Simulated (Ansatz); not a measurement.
# Pt: a tetragonal deformation path

The task here is to estimate one member of a computed series from the others.

The COD entry's cell or inner coordinates are ideal or old and differ from later refinements, so a difference from it is no clean test against experiment.

Method: DFT PBE, scalar-relativistic, plane waves, PAW, in Ansatz 0.2.0.

### The structure to begin with

It takes space group Fm-3m (No. 225, cubic). Conventional cell: a = 3.916 Å, b = 3.916 Å, c = 3.916 Å, α = 90.00°, β = 90.00°, γ = 90.00°. Pt (site symmetry m-3m) is surrounded by 12 Pt at 2.77 Å.

Structure file:

```
CELL_PARAMETERS angstrom
0.00000 1.95790 1.95790
1.95790 0.00000 1.95790
1.95790 1.95790 0.00000
ATOMIC_POSITIONS crystal
Pt 0.00000 0.00000 0.00000
```

The cell is taken as given, not relaxed at this level.

### The reference cell

The reference gives a free energy of -12523.0038 eV, pressure 11.56 GPa, largest force 0.000 eV/Å and gap on the mesh none (metal). It was computed beforehand with the settings of the runs below.

Set-up of the first run:

At fixed volume and fractional coordinates, lengths along (0.000, 0.000, 1.000) are scaled against those across it; ρ is that ratio over its starting value.

The input, input.yaml:

```yaml
crystal:
  lattice:
    - [0.0, 2.1977790799, 1.5538298095]
    - [2.1977790799, 0.0, 1.5538298095]
    - [2.1977790799, 2.1977790799, 0.0]
  atoms:
    - { symbol: Pt, position: [0.0, 0.0, 0.0] }
basis:
  ecutwfc: 420
kpoints:
  mp_grid: { grid: [24, 24, 24] }
hamiltonian:
  xc: pbe
scf:
  occupations: { method: gaussian, width: 0.15 }
output:
  forces: true
  stress: true
  eigenvalues: true
```

Launch:

```console
$ ansatz run input.yaml --threads 1 --pin off --max-ram 2560MiB --backend cpu --events-out ev --progress --plain --runs-dir out
```

Among the steps run: Point ρ = 0.707; ρ = 1.414; At ρ = 0.850; ρ = 1.200; ρ = 0.780; At ρ = 1.300; ρ = 0.920; Point ρ = 1.100; At ρ = 0.650; At ρ = 1.500; Point ρ = 0.960; At ρ = 1.050.

One table of the session follows, with a row left open; its other results are not shown here.

| ρ | ΔE (meV/atom) | pressure (GPa) |
| --- | --- | --- |
| 0.650 | 93.3 | 14.4 |
| 0.707 | 116.8 | 14.7 |
| 0.780 | 91.7 | 14.2 |
| 0.850 | 52.4 | 13.2 |
| 0.920 | ? | ? |
| 0.960 | 5.0 | 11.7 |
| 1.000 | 0.0 | 11.6 |
| 1.050 | 9.0 | 11.9 |
| 1.100 | 37.2 | 12.8 |
| 1.200 | 151.6 | 17.0 |
| 1.300 | 345.7 | 24.0 |
| 1.414 | 652.6 | 35.6 |
| 1.500 | 943.2 | 46.8 |

**Question.** Estimate the row for ρ = 0.920.

Worked estimate for «ΔE (meV/atom)». A straight line through the neighbours (0.850, 52.4) and (0.960, 5.0) gives 52.4 + (5.0 − 52.4) × (0.920 − 0.850) / (0.960 − 0.850) = 22.2; a parabola fitted to 4 rows on both sides gives 20.0.

As computed: ΔE (meV/atom): 18.2; pressure (GPa): 12.1. In «ΔE (meV/atom)» the line misses by +4.0 and the parabola by +1.8.
